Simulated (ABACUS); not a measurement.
Crystal: BAs.

```xyz
2
Lattice="-2.3885 0.0000 2.3885 0.0000 2.3885 2.3885 -2.3885 2.3885 0.0000" Properties=species:S:1:pos:R:3 pbc="T T T"
As   -1.1943    1.1943    1.1943
B     0.0000    0.0000    0.0000
```

A run of ABACUS 3.10.1 on this cell left the log below. Logs are shortened: lines on timing, memory, paths and dates and some standing lists are left out, and cuts for length are marked.

```text
ABACUS v3.10.1

               Atomic-orbital Based Ab-initio Computation at UStc

 ------------------------------------------------------------------------------------

 READING GENERAL INFORMATION
                           global_out_dir = OUT.BAs/
                           global_in_card = INPUT
                               pseudo_dir = ./
                              orbital_dir =
                                    DSIZE = 4
                                    GSIZE = 1
[... 5 lines left out ...]

 READING ATOM TYPE 1
                               atom label = As
                      L=0, number of zeta = 1
                      L=1, number of zeta = 1
                      L=2, number of zeta = 1
             number of atom for this type = 1

 READING ATOM TYPE 2
                               atom label = B
                      L=0, number of zeta = 1
                      L=1, number of zeta = 1
                      L=2, number of zeta = 1
             number of atom for this type = 1

                        TOTAL ATOM NUMBER = 2
DIRECT COORDINATES
    atom                   x                   y                   z     mag                  vx                  vy                  vz
taud_As1            0.2500000000        0.2500000000        0.2500000000  0.0000        0.0000000000        0.0000000000        0.0000000000
taud_B1            0.0000000000        0.0000000000        0.0000000000  0.0000        0.0000000000        0.0000000000        0.0000000000

                          Volume (Bohr^3) = 183.909
                             Volume (A^3) = 27.2524

 Lattice vectors: (Cartesian coordinate: in unit of a_0)
              -2.3885                  +0             +2.3885
                   +0             +2.3885             +2.3885
              -2.3885             +2.3885                  +0
 Reciprocal vectors: (Cartesian coordinate: in unit of 2 pi/a_0)
            -0.209336           -0.209336           +0.209336
            +0.209336           +0.209336           +0.209336
            -0.209336           +0.209336           -0.209336
 The esolver type has been set to : ksdft_pw

                PAO radial cut off (Bohr) = 10

 Read in pseudopotential file is As.upf
                     pseudopotential type = NC
          exchange-correlation functional = PBESOL
                 nonlocal core correction = 1
[... 154 lines left out ...]

 number of pseudo atomic orbitals for B is 2
WARNING: norm of atomic wavefunction # 1 of atomic type B is 0.999999, renormalized
WARNING: norm of atomic wavefunction # 2 of atomic type B is 0.999877, renormalized

 -------------------------------------------
 NONSELF-CONSISTENT
 -------------------------------------------
                                 init_chg = file
 try to read charge from file
 Read in the charge density: OUT.BAs//BAs-CHARGE-DENSITY.restart

 PW ALGORITHM --------------- ION=   1  ELEC=   1--------------------------------
 k(1/102) Iter steps (avg)=9 threshold=1e-07
 k(2/102) Iter steps (avg)=10 threshold=1e-07
 k(3/102) Iter steps (avg)=10 threshold=1e-07
 k(4/102) Iter steps (avg)=9 threshold=1e-07
 k(5/102) Iter steps (avg)=9 threshold=1e-07
 k(6/102) Iter steps (avg)=11 threshold=1e-07
 k(7/102) Iter steps (avg)=16 threshold=1e-07
 k(8/102) Iter steps (avg)=19 threshold=1e-07
 k(9/102) Iter steps (avg)=31 threshold=1e-07
 k(10/102) Iter steps (avg)=14 threshold=1e-07
[... 6 lines left out ...]
 k(17/102) Iter steps (avg)=21 threshold=1e-07
 k(18/102) Iter steps (avg)=22 threshold=1e-07
 k(19/102) Iter steps (avg)=20 threshold=1e-07
 k(20/102) Iter steps (avg)=18 threshold=1e-07
 k(21/102) Iter steps (avg)=20 threshold=1e-07
 k(22/102) Iter steps (avg)=23 threshold=1e-07
 k(23/102) Iter steps (avg)=26 threshold=1e-07
 k(24/102) Iter steps (avg)=24 threshold=1e-07
 k(25/102) Iter steps (avg)=21 threshold=1e-07
 k(26/102) Iter steps (avg)=18 threshold=1e-07
[... levels at 26 k points of this process ...]

 Density error is 0.00000000000
                          Error Threshold = 1.00000000000e-07
----------------------------------------------------------
     Energy           Rydberg                 eV
----------------------------------------------------------
 E_KohnSham     -217.7672243558      -2962.8750888830
 E_KS(sigma->0) -217.7672243030      -2962.8750881642
 E_Harris       -217.7672243558      -2962.8750888830
 E_band         -15.3791897009       -209.2446105554
 E_one_elec     -102.3558064825      -1392.6221915469
 E_Hartree      60.9348168108        829.0607152126
 E_xc           -49.5041118245       -673.5379952418
 E_Ewald        -126.8421227540      -1725.7756158693
 E_entropy(-TS) -0.0000001057        -0.0000014375
 E_descf        0.0000000000         0.0000000000
 E_exx          0.0000000000         0.0000000000
 E_Fermi        0.8702249673         11.8400180976
----------------------------------------------------------

 charge density convergence is achieved
 final etot is -2962.8750889 eV
 EFERMI = 11.840018098 eV

 STATE ENERGY(eV) AND OCCUPATIONS    NSPIN == 1
 1/26 kpoint (Cartesian) = 0.0000 0.0000 0.0000 (2421 pws)
       1       -24.6371      0.0196078
       2       -24.6371      0.0196078
       3       -24.6371      0.0196078
       4       -24.6164      0.0196078
       5       -24.6164      0.0196078
       6       -4.17951      0.0196078
[... 104 lines left out ...]
       6       -2.83191      0.0196078
[... 11 lines left out ...]
      18        28.5878        0.00000
      19        29.9145        0.00000

[... levels at 20 further k points ...]

 --------------------------------------------
 !FINAL_ETOT_IS -2962.875088882955 eV
 --------------------------------------------

 Output bands in file: OUT.BAs/BANDS_1.dat
```

Task: What input gives this log?

Result: Band structure with PBEsol, no spin polarisation. The files as run (others can give the same):

INPUT
```
INPUT_PARAMETERS
suffix              BAs
calculation         nscf
basis_type          pw
pseudo_dir          ./
symmetry            -1
dft_functional      pbesol
ecutwfc             84.0
pseudo_rcut         10
nspin               1
nbands              19
ks_solver           dav
smearing_method     fd
smearing_sigma      0.00367493
scf_thr             1e-08
scf_nmax            100
mixing_type         broyden
mixing_beta         0.7
init_chg            file
pw_diag_thr         1e-07
out_band            1
kpar                4
```

STRU
```
ATOMIC_SPECIES
As 74.9216 As.upf
B 10.8100 B.upf

LATTICE_CONSTANT
1.8897261246

LATTICE_VECTORS
-2.3885000000 0.0000000000 2.3885000000
0.0000000000 2.3885000000 2.3885000000
-2.3885000000 2.3885000000 0.0000000000

ATOMIC_POSITIONS
Direct

As
0.0
1
0.2500000000 0.2500000000 0.2500000000 1 1 1

B
0.0
1
0.0000000000 0.0000000000 0.0000000000 1 1 1
```

KPT
```
K_POINTS
12
Line
0.00000000 0.00000000 0.00000000 10 // G
0.50000000 0.00000000 0.50000000 10 // X
0.50000000 0.25000000 0.75000000 10 // W
0.37500000 0.37500000 0.75000000 10 // K
0.00000000 0.00000000 0.00000000 10 // G
0.50000000 0.50000000 0.50000000 10 // L
0.62500000 0.25000000 0.62500000 10 // U
0.50000000 0.25000000 0.75000000 10 // W
0.50000000 0.50000000 0.50000000 10 // L
0.37500000 0.37500000 0.75000000 1 // K
0.62500000 0.25000000 0.62500000 10 // U
0.50000000 0.00000000 0.50000000 1 // X
```

Potentials or basis: PseudoDojo NC SR 0.4.1 PBEsol standard, plane waves.
Launch:
```console
$ OMP_NUM_THREADS=1 mpirun -np 4 abacus > log
```

Caveat: the density is read from an earlier self-consistent run, whose mesh may be coarse.
